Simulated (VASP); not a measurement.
Runs of VASP 6.6.1 on AgCl (Chlorargyrite). It takes space group Fm-3m (No. 225, cubic). Conventional cell: a = 5.611 Å, b = 5.611 Å, c = 5.611 Å, α = 90.00°, β = 90.00°, γ = 90.00°. Ag (site symmetry m-3m) is surrounded by 6 Cl at 2.81 Å. Cl (site symmetry m-3m) has 6 Ag at 2.81 Å as nearest neighbours. 

| task | level | cell | cutoff (eV) | gap on the mesh (eV) | pressure (GPa) | relaxed volume (Å³/atom) |
| --- | --- | --- | --- | --- | --- | --- |
| relaxation of cell and atoms | PBEsol | relaxed | 600 | 0.72 | 0.0 | 20.19 |
| single point | r2SCAN | Fm-3m, 21.33 Å³/atom | 520 | 1.42 | -0.1 | - |
| relaxation of cell and atoms | r2SCAN | relaxed | 600 | 1.42 | 0.0 | (a) |
| single point | PBEsol | Fm-3m, 20.21 Å³/atom | 520 | 0.72 | -0.1 | - |

Alike in all rows: potentials or basis VASP PAW PBE potentials, release 64 (Ag, Cl); no spin polarisation; k mesh 8 × 8 × 8; smearing fermi-dirac 0.02 eV.

Task: Estimate the missing entries.

Result: (a) 21.31.

Caveats: the PAW data sets were made with another functional, which shifts forces and pressure a little.

A k mesh can miss the band edges, and the runs leave out spin-orbit coupling on Ag.

Runs at the PBE level aren't shown here.
